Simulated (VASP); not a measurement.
# KCl (Sylvite) (Fm-3m) in VASP: a series of runs

KCl (Sylvite) is run at these levels: PBEsol, r2SCAN, r2SCAN+D4; tasks: single point.

Everything below comes from runs of VASP 6.6.1. Logs are shortened: lines on timing, memory, paths and dates and some standing lists are left out, and cuts for length are marked.

**Measured values to compare with.**

From a printed reference work, monograph, for a bulk crystal of KCl: band gap 8.68 eV.

The results are compared with them further down.

### Step 1. The cell of the first run

Symmetry: Fm-3m, No. 225, cubic system. The conventional cell has a = 6.290 Å, b = 6.290 Å, c = 6.290 Å, α = 90.00°, β = 90.00°, γ = 90.00°. Within 4.1 Å of K (site symmetry m-3m) lie 6 Cl at 3.14 Å. Cl (site symmetry m-3m) has 6 K at 3.14 Å within 4.1 Å.

### Step 2. Single point, PBEsol

Contents of INCAR:

```
SYSTEM = KCl
ALGO = Normal
EDIFF = 1E-6
ENCUT = 520
GGA = PS
ISIF = 2
ISMEAR = 0
LASPH = .True.
LCHARG = .True.
LELF = .True.
LREAL = .False.
LVHAR = .True.
LWAVE = .False.
NBANDS = 15
NELM = 100
PREC = Accurate
SIGMA = 0.01
```

Contents of KPOINTS:

```
k-points
0
Gamma
  6 6 6
  0 0 0
```

Contents of POSCAR:

```
KCl
1.0
    0.0000000000      3.1448471320      3.1448471320
    3.1448471320      0.0000000000      3.1448471320
    3.1448471320      3.1448471320      0.0000000000
K Cl
1 1
Direct
    0.0000000000      0.0000000000      0.0000000000
    0.5000000000      0.5000000000      0.5000000000
```

Potentials or basis: VASP PAW PBE potentials, release 64 (K_sv, Cl).

Run with:

```bash
cat potpaw_PBE.64/K_sv/POTCAR potpaw_PBE.64/Cl/POTCAR > POTCAR
mpirun -np 1 vasp_std > vasp.out
```

OUTCAR:

```text
SYSTEM = KCl
   EDIFF = 1E-6
   ENCUT = 520
   GGA = PS
   ISIF = 2
   ISMEAR = 0
   LASPH = .True.
   LREAL = .False.
   NELM = 100
   PREC = Accurate

 ion  position               nearest neighbor table
   1  0.000  0.000  0.000-   2 3.14   2 3.14   2 3.14   2 3.14   2 3.14   2 3.14
   2  0.500  0.500  0.500-   1 3.14   1 3.14   1 3.14   1 3.14   1 3.14   1 3.14

  LATTYP: Found a face centered cubic cell.
 ALAT       =     6.2896942640

  Lattice vectors:

 A1 = (   0.0000000000,   3.1448471320,   3.1448471320)
 A2 = (   3.1448471320,   0.0000000000,   3.1448471320)
 A3 = (   3.1448471320,   3.1448471320,   0.0000000000)

Analysis of symmetry for initial positions (statically):
=====================================================================
 Subroutine PRICEL returns:
 Original cell was already a primitive cell.

 Routine SETGRP: Setting up the symmetry group for a
 face centered cubic supercell.

 Subroutine GETGRP returns: Found 48 space group operations
 (whereof 48 operations were pure point group operations)
 out of a pool of 48 trial point group operations.

The static configuration has the point symmetry O_h .

Analysis of symmetry for dynamics (positions and initial velocities):
=====================================================================
 Subroutine PRICEL returns:
 Original cell was already a primitive cell.

 Routine SETGRP: Setting up the symmetry group for a
 face centered cubic supercell.

 Subroutine GETGRP returns: Found 48 space group operations
 (whereof 48 operations were pure point group operations)
 out of a pool of 48 trial point group operations.

The dynamic configuration has the point symmetry O_h .

 Subroutine INISYM returns: Found 48 space group operations
 (whereof 48 operations are pure point group operations),
 and found     1 'primitive' translations

----------------------------------------------------------------------------------------

                                     Primitive cell

  volume of cell :      62.2055

  direct lattice vectors                    reciprocal lattice vectors
     0.000000000  3.144847132  3.144847132    -0.158990240  0.158990240  0.158990240
     3.144847132  0.000000000  3.144847132     0.158990240 -0.158990240  0.158990240
     3.144847132  3.144847132  0.000000000     0.158990240  0.158990240 -0.158990240

  length of vectors
     4.447485466  4.447485466  4.447485466     0.275379173  0.275379173  0.275379173

  position of ions in fractional coordinates (direct lattice)
     0.000000000  0.000000000  0.000000000
     0.500000000  0.500000000  0.500000000

  ion indices of the primitive-cell ions
   primitive index   ion index
                 1           1
                 2           2

----------------------------------------------------------------------------------------

 KPOINTS: k-points

Automatic generation of k-mesh.
 Grid dimensions read from file:
 generate k-points for:    6    6    6

 Generating k-lattice:

  Cartesian coordinates                     Fractional coordinates (reciprocal lattice)
    -0.026498373  0.026498373  0.026498373     0.166666667  0.000000000  0.000000000
     0.026498373 -0.026498373  0.026498373     0.000000000  0.166666667  0.000000000
     0.026498373  0.026498373 -0.026498373     0.000000000  0.000000000  0.166666667

  Length of vectors
     0.045896529  0.045896529  0.045896529

  Shift w.r.t. Gamma in fractional coordinates (k-lattice)
     0.000000000  0.000000000  0.000000000

 Subroutine IBZKPT returns following result:
 ===========================================

 Found     16 irreducible k-points:

 Following reciprocal coordinates:
            Coordinates               Weight
  0.000000  0.000000  0.000000      1.000000
  0.166667  0.000000  0.000000      8.000000
  0.333333  0.000000  0.000000      8.000000
  0.500000  0.000000  0.000000      4.000000
  0.166667  0.166667  0.000000      6.000000
  0.333333  0.166667  0.000000     24.000000
[... 8 lines left out ...]
 -0.333333  0.333333  0.166667     24.000000
 -0.333333  0.500000  0.166667     12.000000
   k-points           NKPTS =     16   k-points in BZ     NKDIM =     16   number of bands    NBANDS=     15
   number of dos      NEDOS =    301   number of ions     NIONS =      2
   total plane-waves  NPLWV =  46656
   dimension x,y,z NGX =    36 NGY =   36 NGZ =   36
   dimension x,y,z NGXF=    72 NGYF=   72 NGZF=   72
   ions per type =               1   1
   NGX,Y,Z   is equivalent  to a cutoff of  13.46, 13.46, 13.46 a.u.
   NGXF,Y,Z  is equivalent  to a cutoff of  26.91, 26.91, 26.91 a.u.
 SYSTEM =  KCl
   PREC   = accura    normal or accurate (medium, high low for compatibility)
   ISTART =      0    job   : 0-new  1-cont  2-samecut
   ICHARG =      2    charge: 1-file 2-atom 10-const
   ISPIN  =      1    spin polarized calculation?
   LNONCOLLINEAR =      F non collinear calculations
   LSORBIT =      F    spin-orbit coupling
   LASPH  =      T    aspherical Exc in radial PAW
   ENCUT  =  520.0 eV  38.22 Ry    6.18 a.u.   8.27  8.27  8.27*2*pi/ulx,y,z
   NELM   =    100;   NELMIN=  2; NELMDL= -5     # of ELM steps
   EDIFF  = 0.1E-05   stopping-criterion for ELM
   LREAL  =      F    real-space projection
   EDIFFG = 0.1E-04   stopping-criterion for IOM
   NSW    =      0    number of steps for IOM
   IBRION =     -1    ionic relax: 0-MD 1-quasi-New 2-CG
   NFREE  =      0    steps in history (QN), initial steepest desc. (CG)
   ISIF   =      2    stress and relaxation
   ISYM   =      2    0-nonsym 1-usesym 2-fastsym
   POTIM  = 0.5000    time-step for ionic-motion
   TEBEG  =    0.0;   TEEND  =   0.0 temperature during run
   PSTRESS=    0.0 pullay stress
   NELECT =      16.0000    total number of electrons
   NUPDOWN=      -1.0000    fix difference up-down
   EMIN   =  10.00;   EMAX   =-10.00  energy-range for DOS
   EFERMI =   0.00;   METHOD = LEGACY
   ISMEAR =     0;   SIGMA  =   0.01  broadening in eV -4-tet -1-fermi 0-gaus
   EFERMI_NEDOS =   21; number of points for ismear=-14 and -15
   IALGO  =     38    algorithm
   IMIX   =      4    mixing-type and parameters
     AMIX     =   0.40;   BMIX     =  1.00
     AMIX_MAG =   1.60;   BMIX_MAG =  1.00
  volume/ion in A,a.u.               =      31.10       209.89
  Fermi-wavevector in a.u.,A,eV,Ry     =   1.041131  1.967452 14.748080  1.083953
  Thomas-Fermi vector in A             =   2.175738
   LORBIT       =      0    0 simple, 1 ext, 2 COOP (PROOUT), +10 PAW based schemes
   GGA     = PS    functional components
   LHFCALC =     F    Hartree Fock is set to
   AEXX    =    0.0000 exact exchange contribution
   IVDW    =     0    specifies the selected vdW correction
   LEPSILON=     F    determine dielectric tensor
   LRPA    =     F    only Hartree local field effects (RPA)
 non-spin polarized calculation
 Gauss-broadening in eV      SIGMA  =   0.01
  energy-cutoff  :      520.00
  volume of cell :       62.21
 maximum number of plane-waves:      1694
 NGX is ok and might be reduce to    36
   NGX = 17   NGY = 17   NGZ = 17

 number of electron      16.0000001 magnetization

 Free energy of the ion-electron system (eV)
  ---------------------------------------------------
  ext. energy  EPLUGINS =         0.00000000
  ---------------------------------------------------
  free energy    TOTEN  =        -7.02223004 eV

  energy without entropy =       -7.02223004  energy(sigma->0) =       -7.02223004

 E-fermi :  -1.8517     XC(G=0):  -7.7268

 val. band max:       -1.8996471839   @ k =   0.0000   0.0000   0.0000
 cond. band min:       3.1277570736   @ k =   0.0000   0.0000   0.0000
 fundamental gap:      5.0274042575
 Fermi energy:        -1.8517369666

 k-point     1 :       0.0000    0.0000    0.0000
  band No.  band energies     occupation
      1     -28.9404      2.00000
      2     -13.9925      2.00000
      3     -12.4668      2.00000
      4     -12.4668      2.00000
      5     -12.4668      2.00000
      6      -1.8996      2.00000
      7      -1.8996      2.00000
      8      -1.8996      2.00000
      9       3.1278      0.00000
     10       6.3958      0.00000
     11       6.3958      0.00000
     12       6.3958      0.00000
     13       7.2823      0.00000
     14       7.2823      0.00000
     15      10.8542      0.00000

 k-point     2 :       0.1667    0.0000    0.0000
  band No.  band energies     occupation
      1     -28.9376      2.00000
      2     -14.0430      2.00000
      3     -12.4692      2.00000
      4     -12.4692      2.00000
      5     -12.4028      2.00000
      6      -2.2263      2.00000
      7      -1.9881      2.00000
      8      -1.9881      2.00000
      9       3.7718      0.00000
     10       6.2064      0.00000
     11       6.7439      0.00000
     12       6.7439      0.00000
     13       7.6587      0.00000
     14       7.6587      0.00000
     15      11.8170      0.00000

 k-point     3 :       0.3333    0.0000    0.0000
  band No.  band energies     occupation
      1     -28.9320      2.00000
      2     -14.1338      2.00000
      3     -12.4741      2.00000
      4     -12.4741      2.00000
      5     -12.2839      2.00000
      6      -2.7591      2.00000
      7      -2.1553      2.00000
      8      -2.1553      2.00000
      9       5.0012      0.00000
     10       6.2571      0.00000
     11       7.6899      0.00000
     12       7.6899      0.00000
     13       8.6091      0.00000
     14       8.6091      0.00000
     15      10.9026      0.00000
[... 199 lines left out ...]
 k-point    15 :      -0.3333    0.3333    0.1667
  band No.  band energies     occupation
      1     -28.9267      2.00000
      2     -14.0378      2.00000
      3     -12.5472      2.00000
      4     -12.5282      2.00000
      5     -12.3541      2.00000
      6      -2.6345      2.00000
      7      -2.3511      2.00000
      8      -2.2644      2.00000
      9       5.9220      0.00000
     10       6.1744      0.00000
     11       7.7615      0.00000
     12       8.0362      0.00000
     13       9.2724      0.00000
     14       9.8434      0.00000
     15       9.9425      0.00000

 k-point    16 :      -0.3333    0.5000    0.1667
  band No.  band energies     occupation
      1     -28.9259      2.00000
      2     -13.9624      2.00000
      3     -12.5930      2.00000
      4     -12.5477      2.00000
      5     -12.4138      2.00000
      6      -2.4885      2.00000
      7      -2.3352      2.00000
      8      -2.2686      2.00000
      9       5.2304      0.00000
     10       6.9028      0.00000
     11       7.0775      0.00000
     12       8.2005      0.00000
     13       9.0026      0.00000
     14       9.8111      0.00000
     15      10.3455      0.00000

------------------------ aborting loop because EDIFF is reached ----------------------------------------

  FORCE on cell =-STRESS in cart. coord.  units (eV):
  Direction    XX          YY          ZZ          XY          YZ          ZX
  --------------------------------------------------------------------------------------
  -------------------------------------------------------------------------------------
  Total       -0.1351389     -0.1351389     -0.1351389     -0.0000000      0.0000000      0.0000000
  in kB       -3.4806665     -3.4806665     -3.4806665     -0.0000000      0.0000000      0.0000000
  external PRESSURE =      -3.4806665 kB  Pullay stress =       0.0000000 kB

 VOLUME and BASIS-vectors are now :
 -----------------------------------------------------------------------------
  energy-cutoff  :      520.00
  volume of cell :       62.21
      direct lattice vectors                 reciprocal lattice vectors
     0.000000000  3.144847132  3.144847132    -0.158990240  0.158990240  0.158990240
     3.144847132  0.000000000  3.144847132     0.158990240 -0.158990240  0.158990240
     3.144847132  3.144847132  0.000000000     0.158990240  0.158990240 -0.158990240

 POSITION                                       TOTAL-FORCE (eV/Angst)
 -----------------------------------------------------------------------------------
      0.00000      0.00000      0.00000         0.000000      0.000000     -0.000000
      3.14485      3.14485      3.14485        -0.000000     -0.000000      0.000000
 -----------------------------------------------------------------------------------
    total drift:                                0.000000      0.000000      0.000000

  FREE ENERGIE OF THE ION-ELECTRON SYSTEM (eV)
  ---------------------------------------------------
  free  energy   TOTEN  =        -7.0222300407 eV

  energy  without entropy=       -7.0222300407  energy(sigma->0) =       -7.02223004
```

It took 18 s on 1 thread of Intel Xeon Platinum 8488C (Sapphire Rapids), shared host; peak memory 0.2 GiB.

Results:

```yaml
Free_energy: -7.0222 eV
Pressure: -0.3 GPa
Band_gap_on_the_k_mesh: 5.03 eV, direct
```

Levels at points of the mesh, in eV from the valence-band top:
| k point | band 5 | band 6 | band 7 | band 8 | band 9 | band 10 | band 11 | band 12 |
| --- | --- | --- | --- | --- | --- | --- | --- | --- |
| (0.00, 0.00, 0.00) | -10.57 | 0.00 | 0.00 | 0.00 | 5.03 | 8.30 | 8.30 | 8.30 |
| (0.50, 0.00, 0.00) | -10.33 | -1.09 | -0.33 | -0.33 | 7.43 | 8.49 | 10.48 | 10.48 |
| (0.50, 0.50, 0.00) | -10.63 | -0.68 | -0.23 | -0.23 | 6.40 | 8.23 | 9.91 | 10.19 |

Caveat: the PAW data sets were made with another functional, which shifts forces and pressure a little.

### Step 3. Single point, r2SCAN

POSCAR is that of step 2.

Contents of INCAR.step1:

```
  PREC = Accurate
  ENCUT = 520
  ISMEAR = 0
  SIGMA = 0.01
  LREAL = F
  LASPH = T
  NELM = 80
  NBANDS = 15
  GGA = PE
  ALGO = Normal
  EDIFF = 1E-4
  LWAVE = T
  LCHARG = F
```

Contents of INCAR.step2:

```
  PREC = Accurate
  ENCUT = 520
  EDIFF = 1E-6
  ISMEAR = 0
  SIGMA = 0.01
  LREAL = F
  LASPH = T
  NELM = 80
  ALGO = Normal
  ISIF = 2
  LWAVE = F
  LCHARG = F
  METAGGA = R2SCAN
  LMIXTAU = T
  NBANDS = 15
  ISTART = 1
```

Contents of KPOINTS:

```
Automatic mesh
0
Gamma
  6 6 6
```

Potentials or basis: VASP PAW PBE potentials, release 64 (K_sv, Cl).

Run with:

```bash
cat potpaw_PBE.64/K_sv/POTCAR potpaw_PBE.64/Cl/POTCAR > POTCAR
cp INCAR.step1 INCAR
mpirun -np 1 vasp_std > vasp.out
cp INCAR.step2 INCAR
mpirun -np 1 vasp_std > vasp.out
```

OUTCAR:

```text
PREC = Accurate
   ENCUT = 520
   EDIFF = 1E-6
   ISMEAR = 0
   LREAL = F
   LASPH = T
   NELM = 80
   ISIF = 2
   METAGGA = R2SCAN
   ISTART = 1

 ion  position               nearest neighbor table
   1  0.000  0.000  0.000-   2 3.14   2 3.14   2 3.14   2 3.14   2 3.14   2 3.14
   2  0.500  0.500  0.500-   1 3.14   1 3.14   1 3.14   1 3.14   1 3.14   1 3.14

  LATTYP: Found a face centered cubic cell.
 ALAT       =     6.2896942640

  Lattice vectors:

 A1 = (   0.0000000000,   3.1448471320,   3.1448471320)
 A2 = (   3.1448471320,   0.0000000000,   3.1448471320)
 A3 = (   3.1448471320,   3.1448471320,   0.0000000000)

Analysis of symmetry for initial positions (statically):
=====================================================================
 Subroutine PRICEL returns:
 Original cell was already a primitive cell.

 Routine SETGRP: Setting up the symmetry group for a
 face centered cubic supercell.

 Subroutine GETGRP returns: Found 48 space group operations
 (whereof 48 operations were pure point group operations)
 out of a pool of 48 trial point group operations.

The static configuration has the point symmetry O_h .
[... 165 lines left out ...]
      4     -13.2143      2.00000
      5     -13.2143      2.00000
      6      -2.2581      2.00000
      7      -2.2581      2.00000
      8      -2.2581      2.00000
      9       3.5771      0.00000
     10       6.7765      0.00000
     11       6.7765      0.00000
     12       6.7765      0.00000
     13       7.8204      0.00000
     14       7.8204      0.00000
[... 257 lines left out ...]
      2     -14.8935      2.00000
      3     -13.3326      2.00000
      4     -13.2902      2.00000
      5     -13.1661      2.00000
      6      -2.8393      2.00000
      7      -2.6777      2.00000
      8      -2.6212      2.00000
      9       5.5224      0.00000
     10       7.2603      0.00000
     11       7.7186      0.00000
     12       8.8238      0.00000
     13       9.5962      0.00000
     14      10.2765      0.00000
     15      10.8717      0.00000

------------------------ aborting loop because EDIFF is reached ----------------------------------------

  FORCE on cell =-STRESS in cart. coord.  units (eV):
  Direction    XX          YY          ZZ          XY          YZ          ZX
  --------------------------------------------------------------------------------------
  -------------------------------------------------------------------------------------
  Total        0.0011288      0.0011288      0.0011288      0.0000000     -0.0000000     -0.0000000
  in kB        0.0290731      0.0290731      0.0290731      0.0000000     -0.0000000     -0.0000000
  external PRESSURE =       0.0290731 kB  Pullay stress =       0.0000000 kB

 VOLUME and BASIS-vectors are now :
 -----------------------------------------------------------------------------
  energy-cutoff  :      520.00
  volume of cell :       62.21
      direct lattice vectors                 reciprocal lattice vectors
     0.000000000  3.144847132  3.144847132    -0.158990240  0.158990240  0.158990240
     3.144847132  0.000000000  3.144847132     0.158990240 -0.158990240  0.158990240
     3.144847132  3.144847132  0.000000000     0.158990240  0.158990240 -0.158990240

 POSITION                                       TOTAL-FORCE (eV/Angst)
 -----------------------------------------------------------------------------------
      0.00000      0.00000      0.00000        -0.000000     -0.000000      0.000000
      3.14485      3.14485      3.14485         0.000000      0.000000     -0.000000
 -----------------------------------------------------------------------------------
    total drift:                                0.000000      0.000000      0.000000

  FREE ENERGIE OF THE ION-ELECTRON SYSTEM (eV)
  ---------------------------------------------------
  free  energy   TOTEN  =       -16.5064877287 eV

  energy  without entropy=      -16.5064877287  energy(sigma->0) =      -16.50648773
```

OUTCAR.step1:

```text
PREC = Accurate
   ENCUT = 520
   ISMEAR = 0
   LREAL = F
   LASPH = T
[... 498 lines left out ...]
 -----------------------------------------------------------------------------------
      0.00000      0.00000      0.00000        -0.000000     -0.000000     -0.000000
      3.14485      3.14485      3.14485         0.000000      0.000000      0.000000
 -----------------------------------------------------------------------------------
    total drift:                                0.000000      0.000000      0.000000

  FREE ENERGIE OF THE ION-ELECTRON SYSTEM (eV)
  ---------------------------------------------------
  free  energy   TOTEN  =        -6.8033688204 eV

  energy  without entropy=       -6.8033688204  energy(sigma->0) =       -6.80336882
```

OSZICAR.step1:

```text
N       E                     dE             d eps       ncg     rms          rms(c)
DAV:   1     0.101541797616E+03    0.10154E+03   -0.70101E+03   480   0.950E+02
DAV:   2    -0.927927117969E+00   -0.10247E+03   -0.95178E+02   615   0.236E+02
DAV:   3    -0.687055792827E+01   -0.59426E+01   -0.59089E+01   669   0.515E+01
DAV:   4    -0.709281248750E+01   -0.22225E+00   -0.22218E+00   759   0.870E+00
DAV:   5    -0.709431656357E+01   -0.15041E-02   -0.15041E-02   669   0.800E-01    0.333E+00
DAV:   6    -0.680468794080E+01    0.28963E+00   -0.41941E-01   599   0.327E+00    0.273E+00
DAV:   7    -0.678991588041E+01    0.14772E-01   -0.10351E-01   648   0.182E+00    0.157E+00
DAV:   8    -0.680205348016E+01   -0.12138E-01   -0.15895E-02   650   0.947E-01    0.180E-01
DAV:   9    -0.680278210702E+01   -0.72863E-03   -0.91698E-04   606   0.189E-01    0.962E-02
DAV:  10    -0.680336469296E+01   -0.58259E-03   -0.60953E-04   529   0.155E-01    0.200E-02
DAV:  11    -0.680336882038E+01   -0.41274E-05   -0.17634E-05   492   0.269E-02
   1 F= -.68033688E+01 E0= -.68033688E+01  d E =-.333792E-30
```

Run time: 64 s. Hardware: 1 thread of Intel Xeon Platinum 8488C (Sapphire Rapids), shared host; peak memory 0.21 GiB.

Results:

```
Free energy            : -16.5065 eV
Pressure               : 0.0 GPa
Band gap on the k mesh : 5.84 eV, direct
```

Caveat: the PAW data sets were made with another functional, which shifts forces and pressure a little.

[end of part 1 of 2]
